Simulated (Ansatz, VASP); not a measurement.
**Two plane-wave programs on FeO**

INCAR

```
SYSTEM = FeO
ALGO = Normal ; EDIFF = 1E-8
ENCUT = 520 ; GGA = PE
ISIF = 2 ; ISMEAR = -1
ISPIN = 2 ; LASPH = .TRUE.
LCHARG = .FALSE. ; LEFG = .TRUE.
LMAXMIX = 4 ; LORBIT = 11
LREAL = .FALSE. ; LWAVE = .FALSE.
MAGMOM = 3 0 ; NBANDS = 18
NELM = 150 ; PREC = Accurate
SIGMA = 0.08
```

The input KPOINTS:

```
k-points
0
G
  13 13 13
  0 0 0
```

The input POSCAR:

```
FeO
1.0
    0.0000000000      2.2700311320      2.2700311320
    2.2700311320      0.0000000000      2.2700311320
    2.2700311320      2.2700311320      0.0000000000
Fe O
1 1
Direct
    0.0000000000      0.0000000000      0.0000000000
    0.2500000000      0.2500000000      0.2500000000
```

Input for Ansatz:

```yaml
crystal:
  lattice:
    - [0.0, 2.270031132, 2.270031132]
    - [2.270031132, 0.0, 2.270031132]
    - [2.270031132, 2.270031132, 0.0]
  atoms:
    - { symbol: Fe, position: [0.0, 0.0, 0.0], spin: 3.0 }
    - { symbol: O, position: [0.25, 0.25, 0.25] }
magnetization:
  spin_polarized: true
kpoints:
  mp_grid: { grid: [13, 13, 13] }
scf:
  occupations: { method: fermi_dirac, width: 0.08 }
hamiltonian:
  xc: pbe
  pseudopotentials: { kind: paw }
output:
  forces: true
  stress: true
  eigenvalues: true
  efg: { contact_densities: true }
```

Change from the starting cell: volume scaled by 0.96, PAW files.

Alike in both runs: task electric field gradients; functional PBE; k mesh 13 × 13 × 13; occupations fermi-dirac, width 0.08 eV; collinear spin.

```csv
,VASP,Ansatz
version,VASP 6.6.1,Ansatz 0.2.0
potentials or method,"VASP PAW PBE potentials, release 64 (Fe, O)","PAW with Ansatz's default frozen-core files, scalar-relativistic"
plane-wave cutoff (eV),520,420
valence electrons in the cell,14,22
```

VASP gave:

| Item | Value |
| --- | --- |
| pressure (GPa) | 7.0 |
| net moment per atom (μB) | 2.00 |
| size of the moment on the site where the two differ most (μB) | 3.58 |
| Vzz of the field gradient on the site that differs most (V/Å²) | 0.0 |

Task: Which values does Ansatz return?

Result: Pressure (GPa): 6.4; net moment per atom (μB): 2.00; size of the moment on the site where the two differ most (μB): 3.28; Vzz of the field gradient on the site that differs most (V/Å²): 0.0.

Site moments also hang on the region over which each program counts them. The two sets of potentials don't hold the same shells in valence.

Caveats: a cell with one magnetic atom can't hold antiferromagnetic order, which such compounds often take; semilocal functionals often make such compounds metallic where correlation or magnetic order opens a gap, which also shifts bond lengths.
